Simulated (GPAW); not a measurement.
Crystal: Au.

```
Au
1.0
     1.41131   -2.55593    0.00000
     1.41131    2.55593    0.00000
     0.00000    0.00000    4.89317
Au
2
Direct
  0.33467 0.66533 0.25000
  0.66533 0.33467 0.75000
```

This isn't the form of Au at room conditions, which is fcc.

- Program: GPAW 26.7.0
- Task: relaxation of cell and atoms
- Functional: PBEsol
- Dispersion: D3(BJ)+ATM
- Potentials or basis: PAW data sets generated in the run's folder for this functional
- Cutoff: 600 eV
- Basis: pw
- k mesh: 8 × 8 × 4
- Occupations: fermi-dirac, width 0.05 eV
- Spin: no spin polarisation

At the start: pressure -6.6 GPa; volume 17.65 Å³/atom.

Task: Where does the relaxation end?

Result: Over 13 steps the energy falls by 22.2 meV/atom and the volume is 16.93 Å³/atom (-4.1 %); space group Cmcm (No. 63, to 0.05 Å).

Step by step:
| step | energy change (eV) | largest force (eV/Å) | pressure (GPa) | volume (Å³) |
| --- | --- | --- | --- | --- |
| 1 | 0.0000 | 0.0012 | -6.59 | 35.30 |
| 2 | -0.0192 | 0.0024 | -4.18 | 34.76 |
| 3 | -0.0322 | 0.0167 | 0.64 | 33.81 |
| 4 | -0.0334 | 0.0176 | 0.38 | 33.86 |
| 5 | -0.0402 | 0.0670 | -1.02 | 34.07 |
| 6 | -0.0408 | 0.0619 | -0.35 | 33.95 |
| 7 | -0.0411 | 0.0643 | 0.06 | 33.87 |
| 8 | -0.0415 | 0.0661 | 0.41 | 33.81 |
| 9 | -0.0424 | 0.0597 | 0.90 | 33.72 |
| 10 | -0.0433 | 0.0367 | 1.05 | 33.68 |
| 11 | -0.0441 | 0.0099 | 0.62 | 33.76 |
| 12 | -0.0444 | 0.0020 | 0.05 | 33.85 |
| 13 | -0.0444 | 0.0019 | -0.03 | 33.87 |

Final structure:
```
Au
1.0
     1.38716   -2.59306    0.00000
     1.38716    2.59306    0.00000
     0.00000    0.00000    4.70765
Au
2
Direct
  0.34264 0.65736 0.25000
  0.65736 0.34264 0.75000
```

Caveat: with this Au data set, volumes or pressures lay over 1.5 % or 2 GPa off other programs in two to four cells of ten; later steps reuse the first step's grids; pairwise dispersion overbinds metals, which lowers pressure and volume.
